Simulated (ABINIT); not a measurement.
## SnSe: single point with LDA

Crystal: SnSe.

```
Sn Se
1.0
     0.00000    3.43546    3.43546
     3.43546    0.00000    3.43546
     3.43546    3.43546    0.00000
Sn Se
1 1
Direct
  0.00000 0.00000 0.00000
  0.75000 0.75000 0.75000
```

The cell was built by a generator and needn't be a form met in nature.

The cell isn't the ideal one: cell stretched.

- Program: ABINIT 10.8.3 (patched build)
- Task: single point
- Functional: LDA
- Potentials or basis: PseudoDojo NC SR LDA v0.4.1 standard
- Cutoff: 1088 eV
- k mesh: 5 × 5 × 5
- Occupations: fermi-dirac, width 0.05 eV
- Spin: no spin polarisation

* Pressure: -3.7 GPa
* Band gap on the k mesh: 0.42 eV, indirect (least direct gap 0.76 eV)
* Valence electrons inside the program's atomic spheres: Sn 10.54; Se 13.19

Levels at points of the mesh, in eV from the valence-band top:
| k point | band 11 | band 12 | band 13 | band 14 | band 15 | band 16 | band 17 | band 18 | band 19 |
| --- | --- | --- | --- | --- | --- | --- | --- | --- | --- |
| (0.00, 0.00, 0.00) | -12.65 | -5.26 | -1.74 | -1.74 | -1.74 | 1.78 | 1.78 | 1.78 | 4.83 |

It took 35 s on 1 thread of Intel(R) Xeon(R) 6975P-C (Granite Rapids), on a shared host, peak memory 0.1 GiB.

Caveat: spin-orbit coupling is left out, which moves the levels of the heavy elements; an odd mesh through Γ misses points on the zone boundary, where band edges often lie.
